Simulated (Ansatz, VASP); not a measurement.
## Mg in VASP and in Ansatz

Contents of INCAR:

```
SYSTEM = Mg
PREC = Accurate
ENCUT = 520
EDIFF = 1E-6
ISMEAR = 1
SIGMA = 0.05
LREAL = .False.
LASPH = .True.
NELM = 100
ALGO = Normal
ISIF = 2
LWAVE = .False.
LCHARG = .False.
GGA = PE
NBANDS = 7
```

KPOINTS

```
Automatic mesh
0
Gamma
  9 9 9
  0 0 0
```

POSCAR

```
Mg
1.0
    0.0000000000      2.2442560000      2.2442560000
    2.2442560000      0.0000000000      2.2442560000
    2.2442560000      2.2442560000      0.0000000000
Mg
1
Direct
    0.0000000000      0.0000000000      0.0000000000
```

Input for Ansatz:

```yaml
crystal:
  lattice:
    - [0.0, 2.244256, 2.244256]
    - [2.244256, 0.0, 2.244256]
    - [2.244256, 2.244256, 0.0]
  atoms:
    - { symbol: Mg, position: [0.0, 0.0, 0.0] }
basis:
  ecutwfc: 500.0
kpoints:
  mp_grid:
    grid: [9, 9, 9]
hamiltonian:
  pseudopotentials:
    kind: paw
scf:
  occupations:
    method: cold
    width: 0.05
output:
  stress: true
```

This isn't the form of Mg at room conditions, which is hcp.

Alike in both runs: task single point; functional PBE; k mesh 9 × 9 × 9; no spin polarisation.

|  | VASP | Ansatz |
| --- | --- | --- |
| version | VASP 6.6.1 | Ansatz 0.2.0 |
| potentials or method | VASP PAW PBE potentials, release 64 (Mg) | plane waves, PAW |
| plane-wave cutoff (eV) | 520 | 500 |
| occupations | methfessel-paxton of order 1, width 0.05 eV | cold, width 0.05 eV |
| valence electrons in the cell | 2 | 10 |

Ansatz gave:

| Item | Value |
| --- | --- |
| pressure (GPa) | 0.9 |

Task: Estimate VASP's values.

Result: Pressure (GPa): 0.7.

The two sets of potentials don't hold the same shells in valence.
